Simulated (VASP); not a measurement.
Energy against volume of CsPbI$_{3}$ (cubic perovskite). These are r2SCAN meta-GGA, VASP's PBE PAW potentials (set 64) (plane waves; VASP) values and carry that method's errors. Settings: 520 eV cut-off, 4×4×4 Γ-centred mesh, Gaussian smearing of 0.050 eV, potentials Cs_sv Pb_d I.

```csv
V (Å³/atom),E (eV/atom)
48.613,-32.14611
50.117,-32.15251
51.620,-32.15367
53.124,-32.15043
```

Q: Fit these four points and predict the energy of the run at 47.110 Å³/atom.

A: A cubic in V^(−2/3), the third-order Birch-Murnaghan form, passes through the four points with V0 = 51.23 Å³/atom and B0 = 17 GPa, and gives -32.1335 eV/atom there. The run gave -32.1335 eV/atom, -0.0 meV/atom from the fit; all five points give B0 = 17 GPa.

The compound is CsPbI3 in the cubic perovskite structure, the ideal cubic form; the compound distorts at low or room temperature. It was relaxed first.
